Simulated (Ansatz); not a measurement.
## Si3N4 (P6_3/m): the host for defect calculations

Aim: the runs on the perfect crystal Si3N4 (P6_3/m) that a defect calculation needs first.

Program: Ansatz 0.2.0. Level of theory: plane-wave PAW DFT, PBEsol; relaxation of the host's cell and atoms; PAW set soft_1, in the first sound run; inputs show where later runs differ. Results are calculated unless marked as measured.

### Step 1. Starting point

The structure is hexagonal, space group P6_3/m (No. 176). The conventional cell has a = 7.605 Å, b = 7.605 Å, c = 2.905 Å, α = 90.00°, β = 90.00°, γ = 120.00°. Si has 4 N at 1.73 to 1.74 Å nearest. Nearest to N lie 3 Si at 1.73 Å. N has 3 Si at 1.73 to 1.74 Å nearest. Farther neighbours and most contacts between anions are not listed.

Structure file:

```xyz
14
Lattice="7.6045 0.0000 0.0000 -3.8023 6.5857 0.0000 0.0000 0.0000 2.9052" Properties=species:S:1:pos:R:3 pbc="T T T"
Si   -1.3794    5.4329    2.1789
Si    2.2099    1.5218    0.7263
Si    4.0154    3.9110    0.7263
Si   -0.2131    2.6747    2.1789
Si    1.5924    5.0639    2.1789
Si    5.1817    1.1528    0.7263
N     0.0000    4.3905    2.1789
N     3.8023    2.1952    0.7263
N     4.8233    4.4115    2.1789
N    -1.4088    6.3828    0.7263
N     2.4298    4.6144    0.7263
N     1.3725    1.9714    2.1789
N    -1.0210    2.1743    0.7263
N     5.2111    0.2029    2.1789
```

### Step 2. Host cell relaxation

Lattice and positions are set free, within the symmetry that the program keeps.

cell/input.yaml

```yaml
crystal:
  lattice:
    - [7.6045444, 0.0, 0.0]
    - [-3.8022722, 6.5857287, 0.0]
    - [0.0, 0.0, 2.9051991]
  atoms:
    - { symbol: Si, position: [0.23108243, 0.82494615, 0.75] }
    - { symbol: Si, position: [0.40613628, 0.23108243, 0.25] }
    - { symbol: Si, position: [0.82494615, 0.59386372, 0.25] }
    - { symbol: Si, position: [0.17505385, 0.40613628, 0.75] }
    - { symbol: Si, position: [0.59386372, 0.76891757, 0.75] }
    - { symbol: Si, position: [0.76891757, 0.17505385, 0.25] }
    - { symbol: "N", position: [0.33333333, 0.66666667, 0.75] }
    - { symbol: "N", position: [0.66666667, 0.33333333, 0.25] }
    - { symbol: "N", position: [0.96919449, 0.6698534, 0.75] }
    - { symbol: "N", position: [0.29934109, 0.96919449, 0.25] }
    - { symbol: "N", position: [0.6698534, 0.70065891, 0.25] }
    - { symbol: "N", position: [0.3301466, 0.29934109, 0.75] }
    - { symbol: "N", position: [0.03080551, 0.3301466, 0.25] }
    - { symbol: "N", position: [0.70065891, 0.03080551, 0.75] }
basis:
  ecutwfc: 420
  xc_grid: 2
hamiltonian:
  xc: pbesol
  pseudopotentials: { kind: paw, azcp: { folder: soft_1 }, xc_functional: pbe }
kpoints:
  mp_grid: { grid: [4, 4, 10] }
scf:
  occupations: { method: fixed }
  max_iter: 100
relax:
  f_tol: 0.005
  max_steps: 60
  cell: {}
output:
  forces: true
  stress: true
checkpoint:
  write: "../cell.run"
  compress: false
  write_wavefunctions: false
  write_every: 100000
```

Command:

```bash
$ ansatz run input.yaml --threads 32 --pin off --max-ram 84787MiB --backend cuda --events-out ev --progress --plain --runs-dir out --max-vram 78GiB
```

Numbers of over 12 decimals in the logs are rounded to 6 here.

Log:

```text
[... repeated set-up lines and file paths are left out, and long positions are rounded to six places ...]
Engine: ansatz 0.2.0, aarch64-unknown-linux-gnu
Pseudopotentials: kind: paw
Pseudopotential: Si, paw, valence charge 4, recommended cutoff 420 eV (normal), soft_1/Si.paw.azcp
Pseudopotential: N, paw, valence charge 5, recommended cutoff 420 eV (normal), soft_1/N.paw.azcp
Functional definition: PBEsol
  exchange = pbesol_x
  correlation = pbesol_c
[...]
Crystal: 14 atoms, lattice volume = 145.497 Å³
Basis set: ecut = 420 eV, 2823 PW (Γ), exchange–correlation on 108×108×40 points (8 copies of the dense FFT grid, shifted against one another)
Bands: 46, of which v1, the nominal top of the filled ones, is band 32 counted from 1 (31 counted from 0)
Symmetry: 12 space group operations
Space group: P63/m (ITA 176), of the structure as read, at distance tolerance 5.3e-5 Å
k-points: 24 of 160
Non-local potential: Si, projectors of the file, l = 0: 2, l = 1: 2, l = 2: 1
Non-local potential: N, projectors of the file, l = 0: 2, l = 1: 2, l = 2: 1
PAW form: soft (Blöchl's): semilocal exchange-correlation on the pseudo side does not see the compensation charge
PAW frozen core: Si, regenerated for the run's functional, and the local potential with it (the file was generated under x = pbe(κ = 0.804, μ = 0.219515), c = pbe(β = 0.066725))
PAW frozen core: N, regenerated for the run's functional, and the local potential with it (the file was generated under x = pbe(κ = 0.804, μ = 0.219515), c = pbe(β = 0.066725))
PAW one-centre angular grid: Si, 110 points (default); XC on 64 Gauss nodes
PAW one-centre angular grid: N, 110 points (default); XC on 64 Gauss nodes
Initial density: superposition of atomic densities (chi_scale 0.1, normalization cell, long waves kept (reshape's long-wave potential 0.01 eV rms))
Initial wavefunctions: pseudopotential atomic-orbital guess
[...]
Functional: x = pbesol(κ = 0.804, μ = 0.123457), c = pbesol(β = 0.046)
SCF iter   1: F=—  HF=-6784.548045 eV  |Δ(HF+E_count)|=         —  Δρ=1.49e-1  dr2=3.37e1  Hψ=4533
preconditioner: auto → Resta (q_TF=auto, 2.379 Å⁻¹)  ε∞=3.5  [insulator: Δε(μ)=5.926 eV  Ē_g=15.452 eV  n_scr=32 (ndim 8)  ℏωp=24.6 eV  f_vac=0.009  ε∞_Penn≈3.5]
SCF iter   2: F=—  HF=-6774.241996 eV  |Δ(HF+E_count)|=    1.03e1  Δρ=4.86e-2  dr2=1.98e0  Hψ=2830
SCF iter   3: F=—  HF=-6773.872337 eV  |Δ(HF+E_count)|=   3.70e-1  Δρ=2.37e-2  dr2=4.50e-1  Hψ=1104
automatic band count: iteration 3 solves 38 bands in place of 46: the levels show a gap, and the empty bands left out lie too high to hold charge; the band table lists the bands solved (type scf.n_extra_bands for more)
[...]
automatic band count: iteration 4 solves 37 bands in place of 38: the levels show a gap, and the empty bands left out lie too high to hold charge; the band table lists the bands solved (type scf.n_extra_bands for more)
[...]
SCF 1 converged in 9 iterations: F = -6773.809906 eV  dr2 = 1.21e-8
  greatest PAW one-centre occupation: 0.791 electrons in one spin orbital (limit 2), on the N atom at site 7 (counted from 0), in its partial waves of l = 0
relax step   1: F+E_penalty+E_count = -6773.80990614 eV  Δ(F+E_penalty+E_count) = +0.000e0 eV  max|allowed force component| = 5.151e-2 eV/Å  Δτ_max = 0.0000 Å  P = +1.943 GPa  Ω = 145.497 Å³  (9 SCF iters, dr2 threshold 1.00e-7 eV, accepted)
[... the SCF cycles and remarks between the steps are left out from here to the last step ...]
relax step   2: F+E_penalty+E_count = -6773.81504326 eV  Δ(F+E_penalty+E_count) = -5.137e-3 eV  max|allowed force component| = 3.928e-2 eV/Å  Δτ_max = 0.0040 Å  P = +0.982 GPa  Ω = 145.998 Å³  energy of the carried Pulay correction = -8.428e-4 eV  (5 SCF iters, dr2 threshold 1.40e-6 eV, accepted)
relax step   3: F+E_penalty+E_count = -6773.81642139 eV  Δ(F+E_penalty+E_count) = -1.378e-3 eV  max|allowed force component| = 1.267e-2 eV/Å  Δτ_max = 0.0047 Å  P = -0.008 GPa  Ω = 146.522 Å³  energy of the carried Pulay correction = -1.722e-3 eV  (5 SCF iters, dr2 threshold 1.40e-6 eV, accepted)
relax step   4: F+E_penalty+E_count = -6773.81645109 eV  Δ(F+E_penalty+E_count) = -2.970e-5 eV  max|allowed force component| = 5.990e-3 eV/Å  Δτ_max = 0.0011 Å  P = -0.005 GPa  Ω = 146.513 Å³  energy of the carried Pulay correction = -1.705e-3 eV  (5 SCF iters, dr2 threshold 1.00e-8 eV, accepted)
relax step   5: F+E_penalty+E_count = -6773.81645751 eV  Δ(F+E_penalty+E_count) = -6.428e-6 eV  max|allowed force component| = 2.485e-3 eV/Å  Δτ_max = 0.0004 Å  P = -0.002 GPa  Ω = 146.514 Å³  energy of the carried Pulay correction = -1.708e-3 eV  (5 SCF iters, dr2 threshold 2.24e-9 eV, accepted)
[...]
iter 1 solved again at ethr=5.79e-8 eV; its pass at ethr=3.10e-3 eV (dr2=3.71e-5 eV) is discarded
SCF iter   1: F=—  HF=-6773.818312 eV  |Δ(HF+E_count)|=         —  Δρ=8.94e-5  dr2=3.88e-7  Hψ=7750
[...]
SCF iter   2: F=—  HF=-6773.818253 eV  |Δ(HF+E_count)|=   5.87e-5  Δρ=4.51e-5  dr2=9.63e-8  Hψ=1680
SCF iter   3: F=—  HF=-6773.818275 eV  |Δ(HF+E_count)|=   2.16e-5  Δρ=6.02e-6  dr2=5.80e-9  Hψ=1601
SCF iter   4: F=-6773.818275 eV  HF=-6773.818275 eV  |Δ(HF+E_count)|=   3.31e-7  Δρ=3.71e-7  dr2=1.28e-10  Hψ=8437
SCF 6 converged in 4 iterations: F = -6773.818275 eV  dr2 = 1.28e-10
relax step   6: F+E_penalty+E_count = -6773.81827509 eV  Δ(F+E_penalty+E_count) = -1.818e-3 eV  max|allowed force component| = 2.467e-3 eV/Å  Δτ_max = 0.0000 Å  P = +0.020 GPa  Ω = 146.514 Å³  stress off target by 2.32e-2 GPa  SCF on the basis re-selected at this cell (its energy is not comparable with the rows above)  (4 SCF iters)
basis re-selected at this cell: Δ(F+E_penalty+E_count) = -1.818e-3 eV, ΔP = +0.022 GPa vs the last step (what re-selecting the basis moved, of the pressure what is left beyond the Pulay correction that the steps carried, after the strain that the cell walked [...]
SCF converged after 4 iterations
Free energy (F): -6773.818275 eV
Harris-Foulkes:  -6773.818275 eV  (|F-HF|=2.84e-10)
Internal energy: -6773.818275 eV  (E = F + TS)
E sigma→0 (E₀):  -6773.818275 eV
Fermi energy:    8.111579 eV
--- Per-component energies (eV) ---
  E_band       = 53.390545
  E_kinetic    = 1327.887674
  E_local      = -2027.523382  (includes V_loc(G=0)·N_el)
  E_nonlocal   = 407.838472
  E_hartree    = 713.139831
  E_xc         = -819.336435
  E_vxc        = -903.532931  (∫ρ·V_xc dr)
  E_paw        = -3977.230283  (= ΣΔE_a)
  E_vpaw       = -177.566213  (= ΣTr[D̂ρ^β])
  E_aug_tail   = 0.007170  (compensation charges beyond the density's cutoff)
  E_ewald      = -2399.015477
  E_core_change = 0.414155  (= ΣΔE_core)
  E_smearing   = -0.000000  (= −TS)
  E_closure    = -0.000000  (closes the sum)
  Σ components = -6773.818275   (vs F -6773.818275, Δ=0.00e0)
--- Forces (eV/Å), atoms counted from 1 ---
  atom   1  Si    -0.00209862     0.00129921     0.00000000
  atom   2  Si    -0.00217445    -0.00116785     0.00000000
  atom   3  Si     0.00007584     0.00246706     0.00000000
  atom   4  Si    -0.00007584    -0.00246706     0.00000000
  atom   5  Si     0.00217445     0.00116785     0.00000000
  atom   6  Si     0.00209862    -0.00129921     0.00000000
  [... 8 more lines of this table ...]
  max |Σ_I F_I| component: 2.82e-18 eV/Å
--- Stress (GPa, compression-positive) ---
        0.018658       0.000001       0.000000
       -0.000001       0.018658       0.000000
        0.000000       0.000000       0.023197
  P = ⅓ Tr σ = 0.0202 GPa (0.202 kbar)
--- Band table (eV; the first three rows and the last of 24) ---
  k-point 0: bands = ["-10.0474", "-8.5703", "-8.5703", "-7.9519", "-7.8076", "-7.8076", "-6.5523", "-6.2332", "0.0258", "0.0258", "0.1154", [... rest cut ...]
  k-point 1: bands = ["-9.9266", "-8.4612", "-8.4612", "-7.8667", "-7.7127", "-7.7127", "-6.5029", "-6.2131", "0.0460", "0.0460", "0.1935", [... rest cut ...]
--- Relaxed structure (5 steps of the walk, 5 accepted, 1 SCFs on fresh bases) ---
  F+E_penalty+E_count = -6773.81827509 eV   max|allowed force component| = 2.467e-3 eV/Å   (the final SCF, on the basis selected at the relaxed cell)
  cell:  # Å, volume = 146.5142 Å³
    - [7.624456, -4.638241545398294e-19, 0.0]
    - [-3.812228, 6.602972, 0.0]
    - [0.0, 0.0, 2.910256]
  atoms:
    - { symbol: Si, position: [0.232446, 0.826056, 0.750000] }
    - { symbol: Si, position: [0.406390, 0.232446, 0.25] }
    - { symbol: Si, position: [0.826056, 0.593610, 0.25] }
    - { symbol: Si, position: [0.173944, 0.406390, 0.750000] }
    - { symbol: Si, position: [0.593610, 0.767554, 0.750000] }
    - { symbol: Si, position: [0.767554, 0.173944, 0.25] }
  [... 8 more lines of this table ...]
```

The job ended after 3.2 s (1 × NVIDIA GB200 with 32 threads of Arm Neoverse V2, shared host; peak memory 0.98 GiB; 11 s of CPU time).

The steps of the relaxation:

```tsv
step	energy less that of the first step (eV)	largest force component (eV/Å)	pressure (GPa)	volume (Å³)
1	0.0000	0.0515	1.94	145.50
2	-0.0051	0.0393	0.98	146.00
3	-0.0065	0.0127	-0.01	146.52
4	-0.0065	0.0060	-0.01	146.51
5	-0.0066	0.0025	0.00	146.51
6*	-0.0084	0.0025	0.02	146.51
```

Relaxation steps marked * repeat the geometry before them on a plane-wave basis chosen anew for their cell, so energy and pressure can jump there.

The run keeps the 12 symmetry operations that it works with, so distortions that break them were not tested.

```tsv
conventional cell, symmetrised	before	after	change
a (Å)	7.605	7.624	+0.3 %
b (Å)	7.605	7.624	+0.3 %
c (Å)	2.905	2.910	+0.2 %
volume (Å³/atom)	10.39	10.47	+0.7 %
```

The relaxed structure:

```xyz
14
Lattice="7.6245 0.0000 0.0000 -3.8122 6.6030 0.0000 0.0000 0.0000 2.9103" Properties=species:S:1:pos:R:3 pbc="T T T"
Si   -1.3768    5.4545    2.1827
Si    2.2124    1.5349    0.7276
Si    4.0353    3.9196    0.7276
Si   -0.2231    2.6834    2.1827
Si    1.5999    5.0681    2.1827
Si    5.1891    1.1485    0.7276
N     0.0000    4.4020    2.1827
N     3.8123    2.2010    0.7276
N     4.8445    4.4239    2.1827
N    -1.4090    6.4074    0.7276
N     2.4412    4.6195    0.7276
N     1.3710    1.9835    2.1827
N    -1.0322    2.1790    0.7276
N     5.2212    0.1956    2.1827
```

This step gave:

```
pressure : 0.02017 GPa
```

The relaxation ends with a largest force component of 0.0025 eV/Å and a pressure of 0.02 GPa.

### Step 3. Dielectric tensors of the host

The response to a uniform electric field gives the electronic dielectric tensor.

This step: plane-wave PAW DFPT, PBEsol; dielectric tensors, Born charges and zone-centre modes of the host; PAW set soft_1 (Ansatz 0.2.0).

eps/input.yaml

```yaml
crystal:
  lattice:
    - [7.62445581, 0.0, 0.0]
    - [-3.812227905, 6.6029724215, 0.0]
    - [0.0, 0.0, 2.9102563488]
  atoms:
    - { symbol: Si, position: [0.232445565, 0.8260559962, 0.75] }
    - { symbol: Si, position: [0.4063895688, 0.232445565, 0.25] }
    - { symbol: Si, position: [0.8260559962, 0.5936104312, 0.25] }
    - { symbol: Si, position: [0.1739440038, 0.4063895688, 0.75] }
    - { symbol: Si, position: [0.5936104312, 0.767554435, 0.75] }
    - { symbol: Si, position: [0.767554435, 0.1739440038, 0.25] }
    - { symbol: "N", position: [0.3333333333, 0.6666666667, 0.75] }
    - { symbol: "N", position: [0.6666666667, 0.3333333333, 0.25] }
    - { symbol: "N", position: [0.9703841729, 0.6699911592, 0.75] }
    - { symbol: "N", position: [0.3003930137, 0.9703841729, 0.25] }
    - { symbol: "N", position: [0.6699911592, 0.6996069863, 0.25] }
    - { symbol: "N", position: [0.3300088408, 0.3003930137, 0.75] }
    - { symbol: "N", position: [0.0296158271, 0.3300088408, 0.25] }
    - { symbol: "N", position: [0.6996069863, 0.0296158271, 0.75] }
basis:
  ecutwfc: 420
hamiltonian:
  xc: pbesol
  pseudopotentials: { kind: paw, azcp: { folder: soft_1 }, xc_functional: pbe }
kpoints:
  mp_grid: { grid: [4, 4, 8] }
scf:
  occupations: { method: fixed }
  max_iter: 100
phonons:
  method: dfpt
  dielectric: true
  rigid_motions: translations
```

Log:

```text
[...]
Crystal: 14 atoms, lattice volume = 146.514 Å³
Basis set: ecut = 420 eV, 2859 PW (Γ), exchange–correlation on 108×108×40 points (8 copies of the dense FFT grid, shifted against one another)
Bands: 46, of which v1, the nominal top of the filled ones, is band 32 counted from 1 (31 counted from 0)
Symmetry: 12 space group operations
k-points: 68 of 128 (irreducible under 1 space group operation, time reversal used)
[...]
SCF iter   1: F=—  HF=-6784.394880 eV  |Δ(HF+E_count)|=         —  Δρ=1.47e-1  dr2=3.34e1  Hψ=12607
[...]
SCF iter   2: F=—  HF=-6774.236866 eV  |Δ(HF+E_count)|=    1.02e1  Δρ=4.83e-2  dr2=1.94e0  Hψ=8428
[...]
SCF iter  11: F=-6773.818103 eV  HF=-6773.818103 eV  |Δ(HF+E_count)|=  1.79e-10  Δρ=8.81e-8  dr2=9.72e-12  Hψ=25642
SCF 1 converged in 11 iterations: F = -6773.818103 eV  dr2 = 9.72e-12
[...]
the response reads at least the filled bands of the reference SCF and the lowest empty band at each k-point, and that SCF's band table does not vouch for those bands. The notice of the band table in this run's record says why
[...]
NSCF: frozen V_eff on 1 k-points
[...]
NSCF: frozen V_eff on 20 k-points, pencils in batches of 32, up to order 184
[...]
DFPT response loops at q = (0, 0, 0) (fractional): preconditioner auto → Resta (q_TF=auto, 2.377 Å⁻¹)  ε∞=3.8 (no band partly filled); β = 1.00, the filter's whole step (`scf.mixing.beta` (0.50) is not read by the response loops at its default; [...]
[...]
DFPT response loops at Γ: preconditioner auto → Resta (q_TF=auto, 2.377 Å⁻¹)  ε∞=3.8 (no band partly filled); β = 1.00, the filter's whole step (`scf.mixing.beta` (0.50) is not read by the response loops at its default; [...]
── the response to a field inside a basis, on 4×4×8 k-points: an SCF that follows is theirs, and a resumed run solves both again ──
[...]
Bands: 33, of which v1, the nominal top of the filled ones, is band 32 counted from 1 (31 counted from 0)
k-points: 32 of 128 (irreducible under 4 space group operations)
[...]
Eigensolver: Dense (32 Hₖ)
SCF iter   1: F=—  HF=-6773.499624 eV  |Δ(HF+E_count)|=         —  Δρ=5.37e-4  dr2=1.39e-4
[...]
SCF 1 converged in 5 iterations: F = -6773.499704 eV  dr2 = 5.43e-8
[...]
SCF converged after 11 iterations
[...]
0.06223   -3.17079    0.00000
         0.00000    0.00000   -2.82982
  Z* charge neutrality: 2.481e-2 e pre-enforcement
  solved inside a basis spanned on kpoints, on 4×4×8 k-points, its susceptibility summed on 6×6×12: ε∞ is read to err by 2.7e-2, Z* by 2.0e-2 e (field_mesh: kpoints solves on kpoints); Z* is corrected for what the basis lacks
  optical modes at Γ without the LO–TO term, one row a degenerate level:
      ω (cm⁻¹)  modes    IR ((D/Å)²/amu)
        174.04      2             0.0000
        195.03      1             0.0000
        216.43      2             0.0000
        234.72      1             0.0000
        258.48      1             0.0000
        292.82      2             0.0000
        348.08      1             8.7250
        386.54      1             0.0000
        406.14      2            28.0050
        428.63      2             0.0000
        441.85      1             0.0000
        540.01      1             0.0000
        548.86      2            19.1327
        601.08      2             0.0000
        638.74      1             0.0000
        708.00      1             0.0000
        841.10      1           137.3731
        850.83      2             0.0000
        854.56      2             0.0000
        868.54      1             0.0000
        879.18      2           236.2456
        911.03      2             0.0000
        921.56      1             0.0000
       1009.88      2            10.1059
       1020.93      2             0.0000
       1040.60      1             0.0000
  optical modes at Γ + LO–TO along q̂ = [1.0000, 0.0000, 0.0000]:
      ω (cm⁻¹)  modes    IR ((D/Å)²/amu)
        174.04      2             0.0000
        195.03      1             0.0000
        216.43      2             0.0000
        234.72      1             0.0000
        258.48      1             0.0000
        292.82      2             0.0000
        348.08      1             8.7250
        386.54      1             0.0000
        406.14      1            14.0025
        428.63      2             0.0000
        434.46      1             3.3684
        441.85      1             0.0000
[...]
optical modes at Γ + LO–TO along q̂ = [0.0000, 1.0000, 0.0000]:
      ω (cm⁻¹)  modes    IR ((D/Å)²/amu)
[...]
optical modes at Γ + LO–TO along q̂ = [0.0000, 0.0000, 1.0000]:
      ω (cm⁻¹)  modes    IR ((D/Å)²/amu)
[...]
638.74      1             0.0000
        708.00      1             0.0000
        850.83      2             0.0000
        854.56      2             0.0000
        868.54      1             0.0000
        879.18      2           236.2456
        911.03      2             0.0000
        921.56      1             0.0000
       1009.88      2            10.1059
       1020.93      2             0.0000
       1040.60      1             0.0000
       1085.29      1           143.4456
```

It took 12 s on 1 × NVIDIA GB200 with 32 threads; peak memory 2.6 GiB; 92 s of CPU time.

Electronic dielectric tensor:

```
4.29 0.00 0.00
0.00 4.29 0.00
0.00 0.00 4.37
```

Static dielectric tensor:

```
8.29 0.00 0.00
0.00 8.29 0.00
0.00 0.00 8.25
```

The principal values of the electronic dielectric tensor are 4.29, 4.29 and 4.37. The principal values of the static dielectric tensor are 8.25, 8.29 and 8.29.

(Part 1 of 3 ends here.)

[Logs are printed without paths, hosts, clocks, repeated set-up lines and the standing remarks that a program may print on its own settings, such as how far it seeks lower states.]

[Hosts, paths, dates, database ids (printed as entryN), source tags and the programs' standing remarks are cut or masked in the printed files.]

[Runs of the host that timed out are not shown.]

[For some hosts the program warned that the k-mesh of the response run may be too coarse for force constants and the static dielectric constant; such warnings are not always shown.]
